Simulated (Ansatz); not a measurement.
Input of an Ansatz 0.2.0 run:

The input input.yaml:

```yaml
crystal:
  lattice:
    - [3.1339080219, 0.0, 0.0]
    - [-1.566954011, 2.7140439601, 0.0]
    - [0.0, 0.0, 5.41676772]
  atoms:
    - { symbol: Hf, position: [0.3333333333, 0.6666666667, 0.25] }
    - { symbol: Hf, position: [0.6666666667, 0.3333333333, 0.75] }
    - { symbol: "N", position: [0.0, 0.0, 0.5] }
    - { symbol: "N", position: [0.0, 0.0, 0.0] }
kpoints:
  mp_grid: { grid: [8, 8, 4] }
  band_path:
    path:
      - [0.0, 0.0, 0.0]
      - [0.5, 0.0, 0.0]
      - [0.3333333333, 0.3333333333, 0.0]
      - [0.0, 0.0, 0.0]
      - [0.0, 0.0, 0.5]
      - [0.5, 0.0, 0.5]
      - [0.3333333333, 0.3333333333, 0.5]
      - [0.0, 0.0, 0.5]
    npoints: 10
scf:
  occupations: { method: fermi_dirac, width: 0.05 }
hamiltonian:
  xc: pbesol
  pseudopotentials: { kind: all_electron, lapw: { basis_error: 0.002 } }
magnetization:
  noncollinear: true
  spin_orbit: true
output:
  forces: true
  stress: true
  eigenvalues: true
```

Potentials or basis: all-electron LAPW, relativistic spinors.

Launch:

```console
$ ansatz run input.yaml --threads 2 --pin off --max-ram 8192MiB --backend cpu --events-out ev --progress --plain --runs-dir out
```

Task: Predict the pressure.

Result: -2.6 GPa.

Task: What does it give for the band gap along the path?

Result: None (metal or under the smearing width).

Levels at the corners of the path, in eV from the Fermi level:
```csv
point,band 96,band 97,band 98,band 99,band 100,band 101
Γ,-1.52,-0.50,-0.50,0.64,0.64,1.06
M,-2.68,-2.22,-2.22,2.60,2.60,2.90
K,-3.10,0.23,0.23,0.33,0.33,4.31
Γ,-1.52,-0.50,-0.50,0.64,0.64,1.06
A,-4.19,1.98,1.98,1.98,1.98,2.91
L,-4.29,-0.11,-0.11,-0.11,-0.11,4.76
H,-3.98,0.61,0.61,0.77,0.77,3.17
A,-4.19,1.98,1.98,1.98,1.98,2.91
```

Caveat: the k mesh is thin for a metal, which can move the energy by tens of meV per atom.
